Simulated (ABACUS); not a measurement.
Write an ASE script for ABACUS 3.10.1 that does the following.

```
Task                                          : single point
Functional                                    : PBE
Potentials or basis                           : SG15 ONCV 1.2 PBE
Cutoff                                        : 1252 eV
Density cutoff                                : 5007 eV
Basis                                         : plane waves
k mesh                                        : 7 × 7 × 4
Occupations                                   : fermi-dirac, width 0.05 eV
Spin                                          : no spin polarisation
Radial cutoff of the potentials (pseudo_rcut) : 7 bohr
SCF threshold on the density                  : 1e-08
Max SCF steps                                 : 100
Eigensolver                                   : dav
Mixing                                        : broyden
Mixing share                                  : 0.7
Symmetry key                                  : 1
```

The structure of CuO (Tenorite) lies in CuO.cif:

```cif
data_CuO
_cell_length_a 2.90398402
_cell_length_b 2.90398402
_cell_length_c 5.13210000
_cell_angle_alpha 97.78081912
_cell_angle_beta 97.78081912
_cell_angle_gamma 72.31643215
_space_group_name_H-M_alt 'P1'
_space_group_name_Hall 'P 1'
_space_group_IT_number 1
loop_
_space_group_symop_operation_xyz
'x,y,z'
loop_
_atom_site_label
_atom_site_type_symbol
_atom_site_symmetry_multiplicity
_atom_site_Wyckoff_symbol
_atom_site_fract_x
_atom_site_fract_y
_atom_site_fract_z
_atom_site_occupancy
Cu1 Cu 1 a 0.4968000000 0.0032000000 0.5000000000 1
Cu2 Cu 1 a 0.0032000000 0.4968000000 0.0000000000 1
O1 O 1 a 0.4056000000 0.5714000000 0.7537000000 1
O2 O 1 a 0.5714000000 0.4056000000 0.2537000000 1
```

One way to write it, as run:

run_abacus.py

```python
"""ABACUS run from a structure file: ASE reads it, the script writes STRU, KPT and INPUT."""
import re
import subprocess
from ase.io import read
from ase.units import Bohr

atoms = read("CuO.cif")
atoms = atoms[(-atoms.numbers).argsort(kind="stable")]  # ABACUS lists atoms element by element
pseudo = {'Cu': 'Cu_ONCV_PBE-1.2.upf', 'O': 'O_ONCV_PBE-1.2.upf'}
orbital = {}
magmoms = None
kmesh = [7, 7, 4]
params = {
    'suffix': 'CuO',
    'calculation': 'scf',
    'basis_type': 'pw',
    'pseudo_dir': './',
    'symmetry': 1,
    'dft_functional': 'pbe',
    'ecutwfc': 92,
    'pseudo_rcut': 7,
    'nspin': 1,
    'nbands': 30,
    'ks_solver': 'dav',
    'smearing_method': 'fd',
    'smearing_sigma': 0.00367493,
    'scf_thr': 1e-08,
    'scf_nmax': 100,
    'mixing_type': 'broyden',
    'mixing_beta': 0.7,
    'cal_force': 1,
    'cal_stress': 1,
    'out_chg': 1,
    'out_pot': 2,
    'out_elf': 1,
}

symbols = atoms.get_chemical_symbols()
elements = list(dict.fromkeys(symbols))
lines = ["ATOMIC_SPECIES"] + [f"{e} {atoms.get_masses()[symbols.index(e)]:.4f} {pseudo[e]}" for e in elements]
if orbital:
    lines += ["", "NUMERICAL_ORBITAL"] + [orbital[e] for e in elements]
lines += ["", "LATTICE_CONSTANT", f"{1 / Bohr:.10f}", "", "LATTICE_VECTORS"]
lines += [" ".join(f"{x:.10f}" for x in v) for v in atoms.cell]
lines += ["", "ATOMIC_POSITIONS", "Direct"]
for e in elements:
    lines += ["", e, "0.0", str(symbols.count(e))]
    for i, p in enumerate(atoms.get_scaled_positions(wrap=False)):
        if symbols[i] == e:
            mag = "" if magmoms is None else " mag " + " ".join(str(x) for x in (magmoms[i] if isinstance(magmoms[i], list) else [magmoms[i]]))
            lines.append(" ".join(f"{x:.10f}" for x in p) + " 1 1 1" + mag)
open("STRU", "w").write("\n".join(lines) + "\n")
open("KPT", "w").write("K_POINTS\n0\nGamma\n%d %d %d 0 0 0\n" % tuple(kmesh))
open("INPUT", "w").write("INPUT_PARAMETERS\n" + "".join(f"{k:<20s}{v}\n" for k, v in params.items()))

done = subprocess.run(['mpirun', '-np', '4', 'abacus'])
if done.returncode:
    raise SystemExit(done.returncode)
log = open("OUT.CuO/running_scf.log").read()
print("final energy (eV):", re.findall(r"FINAL_ETOT_IS (\S+)", log))
```

Potentials or basis: SG15 ONCV 1.2 PBE, plane waves.

Command:

```sh
$ OMP_NUM_THREADS=1 python run_abacus.py > log
```

It gave:

| Item | Value |
| --- | --- |
| Pressure | 5.8 GPa |
| Largest force | 0.768 eV/Å |
| Band gap on the k mesh | none (metal or under the smearing width) |

Caveat: the run has no spin polarisation, though such a crystal can be magnetic; semilocal functionals often make such compounds metallic where correlation or magnetic order opens a gap, which also shifts bond lengths.

It took 58 s on 4 MPI ranks on Intel(R) Xeon(R) Platinum 8259CL CPU @ 2.50GHz (Skylake/Cascade Lake) (shared host), peak memory 0.4 GiB a rank.
